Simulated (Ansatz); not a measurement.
# Checking a converged run of MnS

We look at MnS: an experimental structure (space group P6_3mc), with 4 atoms per cell. Sizeable forces remain on the atoms, so the positions aren't those of the computed minimum. Source: COD entry 9008871, which need not be the ambient phase.

Method: DFT, PBE, PAW, plane waves, scalar-relativistic in Ansatz.

```yaml
crystal:
  lattice:
    - [3.9760013, 0.0, 0.0]
    - [-1.98800065, 3.44331813, 0.0]
    - [0.0, 0.0, 6.432]
  atoms:
    - { symbol: Mn, position: [0.33333333, 0.66666667, 0.0] }
    - { symbol: Mn, position: [0.66666667, 0.33333333, 0.5], spin: 4.5 }
    - { symbol: S, position: [0.33333333, 0.66666667, 0.385] }
    - { symbol: S, position: [0.66666667, 0.33333333, 0.885] }
magnetization:
  spin_polarized: true
hamiltonian:
  xc: pbe
  pseudopotentials: { kind: paw }
basis:
  ecutwfc: 420
kpoints:
  mp_grid: { grid: [6, 6, 3] }
scf:
  occupations: { method: fermi_dirac, width: 0.03 }
  lower_state_search: "off"
output:
  forces: true
  stress: true
```

It took 6 s on 2 threads of x86-64 server CPU, with other jobs on the host, peak memory 0.43 GiB.

The end of the output:

```
SCF converged after 32 iterations
Magnetization: 0.0000 μB (21.0000 up, 21.0000 down)
Absolute magnetization: 9.2575 μB (∫|ρ↑−ρ↓|, with the PAW one-centre terms)
Spin contamination: 4.7484 ħ² per cell (⟨S²⟩ above its minimum at these occupations)
Per-site moments (μB) at R_I (Å): [(-4.0452, 0.9948), (4.0452, 0.9948), (0.0553, 0.9948), (-0.0552, 0.9948)]
Free energy (F): -9604.063533 eV
Harris-Foulkes:  -9604.063533 eV  (|F-HF|=3.61e-9)
Internal energy: -9604.063532 eV  (E = F + TS)
E sigma→0 (E₀):  -9604.063533 eV
Entropy (-TS):   -0.000001 eV (-0.000 meV/atom)
Fermi energy:    7.429992 eV
--- Forces (eV/Å), atoms counted from 1 ---
  atom   1  Mn     0.00000000    -0.00000000     0.53519547
  atom   2  Mn     0.00000000     0.00000000     0.53511154
  atom   3  S     -0.00000000    -0.00000000    -0.53516400
  atom   4  S     -0.00000000     0.00000000    -0.53513903
--- Stress (GPa, compression-positive) ---
        0.302006       0.000000      -0.000000
        0.000000       0.302006      -0.000000
       -0.000000       0.000000      -4.767572
  P = ⅓ Tr σ = -1.3879 GPa (-13.879 kbar)
```

Gaps of semilocal functionals run low against measured ones.

Site moments are taken inside atomic spheres and don't add up to the total.

Task: Has the SCF ended in the lowest solution? If not, by how much is it too high?

Result: No lower state turned up: it is the lowest of 3 states reached by 11 converged runs, and the next lies 89.1 meV/atom higher (ferromagnetic, site moments Mn1 4.18, Mn2 4.18 μB, total 9.94 μB per cell, no gap on the k-mesh). That doesn't prove a ground state. Orders that need a larger cell or non-collinear spins weren't tried.
